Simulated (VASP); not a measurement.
A run of VASP 6.6.1:

File INCAR:

```
PREC = Accurate
ENCUT = 520
EDIFF = 1E-6
ISMEAR = -5
SIGMA = 0.05
LREAL = F
LASPH = T
NELM = 80
ALGO = Fast
ISIF = 2
LWAVE = F
LCHARG = T
GGA = PS
IVDW = 11
LVHAR = T
```

The input Ag2O.cif:

```cif
data_Ag2O
_cell_length_a 4.65423543
_cell_length_b 4.65423543
_cell_length_c 4.65423543
_cell_angle_alpha 90.00000000
_cell_angle_beta 90.00000000
_cell_angle_gamma 90.00000000
_space_group_name_H-M_alt 'Pn-3m'
_space_group_name_Hall 'P 4n 2 3 -1n'
_space_group_IT_number 224
loop_
_space_group_symop_operation_xyz
'x,y,z'
'-y+1/2,x+1/2,z+1/2'
'-x,-y,z'
'y+1/2,-x+1/2,z+1/2'
'x,-y,-z'
'-y+1/2,-x+1/2,-z+1/2'
'-x,y,-z'
'y+1/2,x+1/2,-z+1/2'
'z,x,y'
'z+1/2,-y+1/2,x+1/2'
'z,-x,-y'
'z+1/2,y+1/2,-x+1/2'
'-z,x,-y'
'-z+1/2,-y+1/2,-x+1/2'
'-z,-x,y'
'-z+1/2,y+1/2,x+1/2'
'y,z,x'
'x+1/2,z+1/2,-y+1/2'
'-y,z,-x'
'-x+1/2,z+1/2,y+1/2'
'-y,-z,x'
'-x+1/2,-z+1/2,-y+1/2'
'y,-z,-x'
'x+1/2,-z+1/2,y+1/2'
'-x+1/2,-y+1/2,-z+1/2'
'y,-x,-z'
'x+1/2,y+1/2,-z+1/2'
'-y,x,-z'
'-x+1/2,y+1/2,z+1/2'
'y,x,z'
'x+1/2,-y+1/2,z+1/2'
'-y,-x,z'
'-z+1/2,-x+1/2,-y+1/2'
'-z,y,-x'
'-z+1/2,x+1/2,y+1/2'
'-z,-y,x'
'z+1/2,-x+1/2,y+1/2'
'z,y,x'
'z+1/2,x+1/2,-y+1/2'
'z,-y,-x'
'-y+1/2,-z+1/2,-x+1/2'
'-x,-z,y'
'y+1/2,-z+1/2,x+1/2'
'x,-z,-y'
'y+1/2,z+1/2,-x+1/2'
'x,z,y'
'-y+1/2,z+1/2,x+1/2'
'-x,z,-y'
loop_
_atom_site_label
_atom_site_type_symbol
_atom_site_symmetry_multiplicity
_atom_site_Wyckoff_symbol
_atom_site_fract_x
_atom_site_fract_y
_atom_site_fract_z
_atom_site_occupancy
Ag1 Ag 4 b 0.7500000000 0.2500000000 0.7500000000 1
O1 O 2 a 0.5000000000 0.5000000000 0.5000000000 1
```

Contents of KPOINTS:

```
regular mesh
0
Gamma
  6 6 6
```

File POSCAR:

```
Ag O 
 1.0000000000000000
     4.6542354300000000    0.0000000000000000    0.0000000000000000
     0.0000000000000000    4.6542354300000000    0.0000000000000000
     0.0000000000000000    0.0000000000000000    4.6542354300000000
 Ag  O  
   4   2
Cartesian
  3.4906765725000000  1.1635588575000000  3.4906765725000000
  1.1635588575000000  1.1635588575000000  1.1635588575000000
  1.1635588575000000  3.4906765725000000  3.4906765725000000
  3.4906765725000000  3.4906765725000000  1.1635588575000000
  2.3271177150000000  2.3271177150000000  2.3271177150000000
  0.0000000000000000  0.0000000000000000  0.0000000000000000
```

Potentials or basis: VASP PAW PBE potentials, release 64 (Ag, O).

Run with:

```bash
$ ase convert -i cif -o vasp Ag2O.cif POSCAR
$ cat potpaw_PBE.64/Ag/POTCAR potpaw_PBE.64/O/POTCAR > POTCAR
$ mpirun -np 1 vasp_std > vasp.out
```

Hardware: 1 thread of AMD EPYC 9R45 (Zen 5), with other jobs on the host.

**Question.** Estimate the wall time of this run.

**Answer.** Run time: 50 s on 1 thread of AMD EPYC 9R45 (Zen 5), with other jobs on the host, peak memory 0.21 GiB. Counts: scf iterations 20, k points 20.
